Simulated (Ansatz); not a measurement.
## MnO: band structure with PBEsol

The system is MnO.

```
Mn O
1.0
     0.00000    2.22391    2.22391
     2.22391    0.00000    2.22391
     2.22391    2.22391    0.00000
Mn O
1 1
Direct
  0.00000 0.00000 0.00000
  0.50000 0.50000 0.50000
```

The cell is a database's computed one.

```yaml
Program: Ansatz 0.2.0
Task: band structure
Functional: PBEsol
Potentials_or_basis: Ansatz PAW
Cutoff: "420 eV (not typed: the program's choice for these potentials)"
k_mesh: 10 × 10 × 10
Occupations: fermi-dirac, width 0.05 eV
Spin: collinear spin, ferromagnetic start
Starting_moments: "[4.0, 0.0] μB"
Path: "[[\"G\", \"X\", \"W\", \"K\", \"G\", \"L\", \"U\", \"W\", \"L\", \"K\"], [\"U\", \"X\"]]"
Points_for_each_segment_of_the_path: 14
```

```json
{"Pressure": "-7.2 GPa", "Band gap on the k mesh": "none (metal or under the smearing width)", "Net moment": "4.77 μB per cell", "Absolute moment": "4.77 μB per cell", "Site moments": "Mn +4.03; O +0.23 μB"}
```

Levels at the corners of the path, in eV from the Fermi level:
Spin up:
```tsv
point	band 11	band 12	band 13	band 14	band 15	band 16
Γ	-3.20	-2.68	-2.68	-0.65	13.72	16.05
X	-2.01	-2.01	-1.89	4.87	7.66	10.21
W	-2.01	-1.97	-0.93	6.88	8.10	8.10
K	-1.94	-1.63	-0.96	6.24	7.76	7.97
Γ	-3.20	-2.68	-2.68	-0.65	13.72	16.05
L	-1.86	0.22	0.22	3.30	7.61	11.65
U	-1.94	-1.63	-0.96	6.24	7.76	7.97
W	-2.01	-1.97	-0.93	6.88	8.10	8.10
L	-1.86	0.22	0.22	3.30	7.61	11.65
K	-1.94	-1.63	-0.96	6.24	7.76	7.97
U	-1.94	-1.63	-0.96	6.24	7.76	7.97
X	-2.01	-2.01	-1.89	4.87	7.66	10.21
```
Spin down:
```tsv
point	band 5	band 6	band 7	band 8	band 9	band 10	band 11	band 12
Γ	-19.77	-3.37	-3.37	-3.37	0.66	0.71	0.71	0.71
X	-18.83	-6.47	-4.36	-4.36	-0.90	1.95	2.15	2.40
W	-18.73	-5.74	-5.74	-5.26	1.24	1.24	2.14	2.40
K	-18.76	-6.12	-5.75	-4.67	0.39	2.15	2.19	2.35
Γ	-19.77	-3.37	-3.37	-3.37	0.66	0.71	0.71	0.71
L	-18.79	-7.44	-4.87	-4.87	1.91	1.96	1.96	3.64
U	-18.76	-6.12	-5.75	-4.67	0.39	2.15	2.19	2.35
W	-18.73	-5.74	-5.74	-5.26	1.24	1.24	2.14	2.40
L	-18.79	-7.44	-4.87	-4.87	1.91	1.96	1.96	3.64
K	-18.76	-6.12	-5.75	-4.67	0.39	2.15	2.19	2.35
U	-18.76	-6.12	-5.75	-4.67	0.39	2.15	2.19	2.35
X	-18.83	-6.47	-4.36	-4.36	-0.90	1.95	2.15	2.40
```

Run time: 4 s on 2 threads of Arm Neoverse V1, with other jobs on the host, peak memory 0.3 GiB.

Caveat: the pressure holds a Pulay correction of +0.6 GPa for the finite cutoff; a cell with one magnetic atom can't hold antiferromagnetic order, which such compounds often take; semilocal functionals often make such compounds metallic where correlation or magnetic order opens a gap, which also shifts bond lengths; the PAW data sets come from PBE, with cores solved anew for the run's functional, which leaves a small shift of forces and pressure. With open d or f shells a metallic result of PBEsol can be an artefact of self-interaction; +U or a hybrid may open a gap.
